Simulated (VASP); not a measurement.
# Relaxed cell of BaS: a test of cutoff and mesh, part 2 of 2

How far does the relaxed cell of BaS depend on cutoff and k mesh? The starting structure is a measured crystal structure from the Crystallography Open Database.

VASP 6.6.1.

Results so far: reference 32.19 Å³ an atom; a cutoff of 260 eV 31.91 Å³ an atom; a 3×3×3 mesh 32.37 Å³ an atom.

## (5) Relaxation with a cutoff of 600 eV

Level of this step: PBEsol; plane waves and PAW (Ba_sv, S) (VASP).

Against step 2 the input has ENCUT = 600.

File INCAR:

```
SYSTEM = BaS
PREC = Accurate
ENCUT = 600
EDIFF = 1E-06
NELM = 100
ISMEAR = 0
SIGMA = 0.03
LREAL = .FALSE.
ALGO = Normal
GGA = PS
NBANDS = 14
LORBIT = 11
LWAVE = .FALSE.
LCHARG = .FALSE.
KPAR = 2
IBRION = 2
NSW = 50
ISIF = 3
EDIFFG = -0.01
```

File POSCAR:

```
BaS
1.0
    0.0000000000      3.1937500000      3.1937500000
    3.1937500000      0.0000000000      3.1937500000
    3.1937500000      3.1937500000      0.0000000000
Ba S
1 1
Direct
    0.0000000000      0.0000000000      0.0000000000
    0.5000000000      0.5000000000      0.5000000000
```

File KPOINTS:

```
Automatic mesh
0
Gamma
6 6 6
0 0 0
```

PAW data sets: Ba_sv and S (PBE family, release 64).

Run with:

```sh
$ mpirun -np 2 vasp_std
```

Output:

```text
[... set-up lines as in an earlier step ...]
 entering main loop
       N       E                     dE             d eps       ncg     rms          rms(c)
DAV:   1     0.861679975743E+02    0.86168E+02   -0.72857E+03   448   0.110E+03
DAV:   2    -0.590730881333E+01   -0.92075E+02   -0.82897E+02   608   0.178E+02
DAV:   3    -0.110497402304E+02   -0.51424E+01   -0.50996E+01   634   0.444E+01
DAV:   4    -0.111498634397E+02   -0.10012E+00   -0.10007E+00   600   0.634E+00
[...]
DAV:  11    -0.107179687061E+02   -0.15456E-04   -0.59143E-05   588   0.487E-02    0.149E-02
DAV:  12    -0.107179701648E+02   -0.14587E-05   -0.45933E-06   472   0.150E-02    0.784E-03
DAV:  13    -0.107179700740E+02    0.90867E-07   -0.15109E-07   326   0.276E-03
   1 F= -.10717970E+02 E0= -.10717970E+02  d E =-.107180E+02
[...]
N       E                     dE             d eps       ncg     rms          rms(c)
DAV:   1    -0.107372718251E+02   -0.19302E-01   -0.46053E-01   526   0.479E+00    0.824E-01
[...]
DAV:   5    -0.107190432644E+02   -0.74722E-04   -0.13565E-04   708   0.697E-02    0.357E-02
DAV:   6    -0.107190548710E+02   -0.11607E-04   -0.57114E-06   628   0.181E-02    0.250E-03
DAV:   7    -0.107190545397E+02    0.33138E-06   -0.26293E-07   314   0.358E-03
   2 F= -.10719055E+02 E0= -.10719055E+02  d E =-.108447E-02
 trial-energy change:   -0.001084  1 .order   -0.001068   -0.003216    0.001080
 step:   0.7529(harm=  0.7486)  dis= 0.00000  next Energy=   -10.719188 (dE=-0.122E-02)
[...]
N       E                     dE             d eps       ncg     rms          rms(c)
DAV:   1    -0.107202968363E+02   -0.12420E-02   -0.27981E-02   532   0.118E+00    0.200E-01
DAV:   2    -0.107194138699E+02    0.88297E-03   -0.16083E-03   484   0.280E-01    0.736E-02
DAV:   3    -0.107191878421E+02    0.22603E-03   -0.62571E-04   636   0.164E-01    0.350E-02
DAV:   4    -0.107191863037E+02    0.15385E-05   -0.29409E-05   682   0.359E-02    0.227E-02
DAV:   5    -0.107191873863E+02   -0.10826E-05   -0.72297E-06   706   0.162E-02    0.862E-03
DAV:   6    -0.107191864643E+02    0.92198E-06   -0.28093E-07   314   0.435E-03
   3 F= -.10719186E+02 E0= -.10719186E+02  d E =-.121639E-02
[...]
reached required accuracy - stopping structural energy minimisation
```

Wall time 11 s (2 MPI ranks of Intel Xeon 6975P-C (Granite Rapids), shared host); peak memory 0.41 GiB.

Parts of OUTCAR (step 5):

```text
  Total        0.0001790      0.0001790      0.0001790      0.0000000      0.0000000     -0.0000000
  in kB        0.0044521      0.0044521      0.0044521      0.0000000      0.0000000     -0.0000000
  external PRESSURE =       0.0044521 kB  Pullay stress =       0.0000000 kB

 POSITION                                       TOTAL-FORCE (eV/Angst)
 -----------------------------------------------------------------------------------
      0.00000      0.00000      0.00000        -0.000000      0.000000      0.000000
      3.18152      3.18152      3.18152         0.000000     -0.000000     -0.000000
 -----------------------------------------------------------------------------------
    total drift:                                0.000000      0.000000      0.000000

  FREE ENERGIE OF THE ION-ELECTRON SYSTEM (eV)
  ---------------------------------------------------
  free  energy   TOTEN  =       -10.7191864643 eV

  energy  without entropy=      -10.7191864643  energy(sigma->0) =      -10.71918646

[... 2 parts as in an earlier step ...]

[... 2 further parts left out ...]
[key lines of the parts left out:]
E-fermi :   1.6319
```

With a cutoff of 600 eV the cell ends at 32.204 Å³ an atom, +0.04 % from the reference.

## (6) Relaxation with an 8×8×8 mesh

Against step 2 the input has an 8×8×8 mesh.

Edit INCAR of step 5 so:

```diff
@@ -2,3 +2,3 @@
 PREC = Accurate
-ENCUT = 600
+ENCUT = 450
 EDIFF = 1E-06
```

POSCAR is that of step 5.

File KPOINTS:

```
Automatic mesh
0
Gamma
8 8 8
0 0 0
```

Run with:

```sh
$ mpirun -np 2 vasp_std
```

Output:

```text
[... set-up lines as in an earlier step ...]
 entering main loop
       N       E                     dE             d eps       ncg     rms          rms(c)
DAV:   1     0.801737616073E+02    0.80174E+02   -0.62975E+03   812   0.883E+02
DAV:   2    -0.631180575021E+01   -0.86486E+02   -0.77290E+02  1100   0.167E+02
DAV:   3    -0.110525393725E+02   -0.47407E+01   -0.47005E+01  1090   0.426E+01
DAV:   4    -0.111484672692E+02   -0.95928E-01   -0.95901E-01  1036   0.644E+00
[...]
DAV:  11    -0.107177661383E+02   -0.18045E-04   -0.52656E-05  1054   0.457E-02    0.128E-02
DAV:  12    -0.107177672980E+02   -0.11597E-05   -0.39565E-06   906   0.132E-02    0.789E-03
DAV:  13    -0.107177671523E+02    0.14568E-06   -0.21454E-07   670   0.320E-03
   1 F= -.10717767E+02 E0= -.10717767E+02  d E =-.107178E+02
[...]
N       E                     dE             d eps       ncg     rms          rms(c)
DAV:   1    -0.107386021000E+02   -0.20835E-01   -0.49677E-01   956   0.497E+00    0.859E-01
[...]
DAV:   5    -0.107189361607E+02   -0.79902E-04   -0.14893E-04  1274   0.721E-02    0.371E-02
DAV:   6    -0.107189481909E+02   -0.12030E-04   -0.55990E-06  1124   0.177E-02    0.245E-03
DAV:   7    -0.107189478858E+02    0.30518E-06   -0.30613E-07   562   0.381E-03
   2 F= -.10718948E+02 E0= -.10718948E+02  d E =-.118073E-02
 trial-energy change:   -0.001181  1 .order   -0.001161   -0.003477    0.001155
 step:   0.7554(harm=  0.7506)  dis= 0.00000  next Energy=   -10.719089 (dE=-0.132E-02)
[...]
N       E                     dE             d eps       ncg     rms          rms(c)
DAV:   1    -0.107202615384E+02   -0.13133E-02   -0.29567E-02   956   0.121E+00    0.206E-01
DAV:   2    -0.107193286091E+02    0.93293E-03   -0.17137E-03   884   0.288E-01    0.757E-02
DAV:   3    -0.107190890157E+02    0.23959E-03   -0.66129E-04  1162   0.169E-01    0.362E-02
DAV:   4    -0.107190874814E+02    0.15342E-05   -0.28873E-05  1282   0.364E-02    0.234E-02
DAV:   5    -0.107190887033E+02   -0.12218E-05   -0.83522E-06  1228   0.170E-02    0.888E-03
DAV:   6    -0.107190877862E+02    0.91707E-06   -0.27267E-07   604   0.428E-03
   3 F= -.10719088E+02 E0= -.10719088E+02  d E =-.132063E-02
[...]
reached required accuracy - stopping structural energy minimisation
```

It took 10 s on 2 MPI ranks; peak memory 0.37 GiB; 16 s of CPU time.

OUTCAR, selected parts (step 6):

```text
  Total        0.0003903      0.0003903      0.0003903      0.0000000     -0.0000000     -0.0000000
  in kB        0.0097139      0.0097139      0.0097139      0.0000000     -0.0000000     -0.0000000
  external PRESSURE =       0.0097139 kB  Pullay stress =       0.0000000 kB

 POSITION                                       TOTAL-FORCE (eV/Angst)
 -----------------------------------------------------------------------------------
      0.00000      0.00000      0.00000        -0.000000     -0.000000     -0.000000
      3.18099      3.18099      3.18099         0.000000      0.000000      0.000000
 -----------------------------------------------------------------------------------
    total drift:                                0.000000     -0.000000     -0.000000

  FREE ENERGIE OF THE ION-ELECTRON SYSTEM (eV)
  ---------------------------------------------------
  free  energy   TOTEN  =       -10.7190877862 eV

  energy  without entropy=      -10.7190877862  energy(sigma->0) =      -10.71908779

[... 1 part as in an earlier step ...]

[... 3 further parts left out ...]
[key lines of the parts left out:]
E-fermi :   1.5573
```

With an 8×8×8 mesh the cell ends at 32.188 Å³ an atom, -0.01 % from the reference.

## (7) Comparison

| run | volume (Å³/atom) | change (%) | pressure left (GPa) | core minutes |
| --- | --- | --- | --- | --- |
| reference | 32.19 | - | 0.0 | 0.267 |
| a cutoff of 260 eV | 31.914 | -0.86 | 0.0 | 0.147 |
| a 3×3×3 mesh | 32.366 | 0.55 | 0.03 | 0.167 |
| a cutoff of 600 eV | 32.204 | 0.04 | 0.0 | 0.36 |
| an 8×8×8 mesh | 32.188 | -0.01 | 0.0 | 0.333 |

Core minutes are wall time times ranks, summed over the relaxations behind a row (those for a bulk modulus apart), on shared hosts.

## (8) Summary of results

```json
{
 "volume of the reference": "32.19 Å³/atom",
 "volume against the reference, a cutoff of 260 eV": "-0.86 %",
 "volume against the reference, a 3×3×3 mesh": "+0.55 %",
 "volume against the reference, a cutoff of 600 eV": "+0.04 %",
 "volume against the reference, an 8×8×8 mesh": "-0.01 %"
}
```

**Reading.** The volume moves most with a cutoff of 260 eV: -0.86 % against the reference (450 eV, 6×6×6 mesh). On finer settings it changes by +0.04 % with a cutoff of 600 eV and -0.01 % with an 8×8×8 mesh. The relaxations stop with up to 0.03 GPa left, which at a bulk modulus of 50 GPa, to name a scale, is 0.06 % of the volume. A cell that shrinks at the lower cutoff is the usual mark of Pulay stress, the error that a plane-wave basis makes when it is kept while the volume changes. Further runs on this material are not shown.

[Lines on the potential files, build, host, timing and source positions are cut from VASP's logs without a mark.]

[Logs are printed without paths, hosts, clocks, repeated set-up lines and the standing remarks that a program may print on its own settings, such as how far it seeks lower states.]

[Hosts, paths, dates, database ids (printed as entryN), source tags and the programs' standing remarks are cut or masked in the printed files.]
